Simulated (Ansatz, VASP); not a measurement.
**TaN in VASP and in Ansatz**

```xyz
2
Lattice="2.9240 0.0000 0.0000 -1.4620 2.5322 0.0000 0.0000 0.0000 2.8707" Properties=species:S:1:pos:R:3 pbc="T T T"
Ta    0.0000    1.6882    1.4354
N     0.0000    0.0000    0.0000
```

Alike in both runs: functional PBEsol; k mesh 18 × 18 × 14; occupations gaussian, width 0.1 eV; no spin polarisation.

Ansatz relaxed the structure, and its values are those at the end. VASP's run is a single point on that final structure, the one shown.

|  | VASP | Ansatz |
| --- | --- | --- |
| version | VASP 6.6.1 | Ansatz 0.2.0 |
| potentials or method | VASP PAW PBE potentials, release 64 (Ta_pv, N) | scalar-relativistic, plane waves, PAW |
| plane-wave cutoff (eV) | 520 | 420 |
| valence electrons in the cell | 16 | 18 |

|  | VASP | Ansatz | Ansatz less VASP |
| --- | --- | --- | --- |
| gap on the k mesh at the Fermi level (eV) | none | none | - |
| pressure (GPa) | 0.8 | 0.0 | -0.85 |

A gap of «none» marks a metal or a gap that the smearing closes. The two sets of potentials don't hold the same shells in valence.

Caveats: the PAW data sets were made with another functional, which shifts forces and pressure a little (VASP). Spin-orbit coupling is left out, which matters for the levels of Ta.
